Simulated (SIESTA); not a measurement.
## CuO under changes of volume

One of the cells (11.442 Å³/atom); the others are scaled copies at fixed shape and fractional positions:

```
Cu O
1.0
     4.18849    0.00000    0.00000
     0.00000    4.18849    0.00000
     0.00000    0.00000    3.91339
Cu O
3 3
Direct
  0.50000 0.00000 0.50000
  0.00000 0.50000 0.50000
  0.00000 0.00000 0.00000
  0.00000 0.00000 0.50000
  0.50000 0.00000 0.00000
  0.00000 0.50000 0.00000
```

Measurements of this composition are mostly on another form, of space group No. 15.

```yaml
Program: SIESTA 5.4.2
Functional: PBEsol
Potentials_or_basis: PseudoDojo 0.4 standard (PBEsol files)
Basis: DZP (energy shift 0.003 Ry; two zetas on semicore shells)
Grid_cutoff: 800 Ry
Energy_shift: 0.003 Ry
k_mesh: 7 × 7 × 7
Occupations: fermi-dirac, width 0.05 eV
Spin: no spin polarisation
```

| volume (Å³/atom) | energy over the lowest point (meV/atom) | pressure (GPa) |
| --- | --- | --- |
| 10.545 | 7.59 | 6.5 |
| 10.769 | 1.28 | 2.7 |
| 10.994 | 0.00 | -0.7 |
| 11.442 | 10.24 | -6.3 |
| 11.667 | ? | ? |
| 11.891 | 34.83 | -10.9 |

Q: What does the run at 11.667 Å³/atom give?

A: Energy over the lowest point 20.92 meV/atom; pressure -8.8 GPa.

Worked out: A Birch-Murnaghan fit of order 3 (a polynomial in V^(-2/3)) to the other rows has its minimum at 10.94 Å³/atom with B0 = V·E''(V) = 159 GPa and B' = 4.5 at fixed shape and positions, which overstates the stiffness. It gives 20.97 meV/atom at 11.667 Å³/atom, against the run's 20.92, and -dE/dV = -8.8 GPa, against -8.8.

Energies are extrapolated to zero smearing.

Caveats: short orbitals over semicore shells can move pressures by several GPa; the basis of atomic orbitals isn't converged, which shifts pressures, moduli and gaps; an odd number of electrons without spin polarisation forces a metal; a magnetic or distorted state may lie lower; the run has no spin polarisation, though such a crystal can be magnetic.
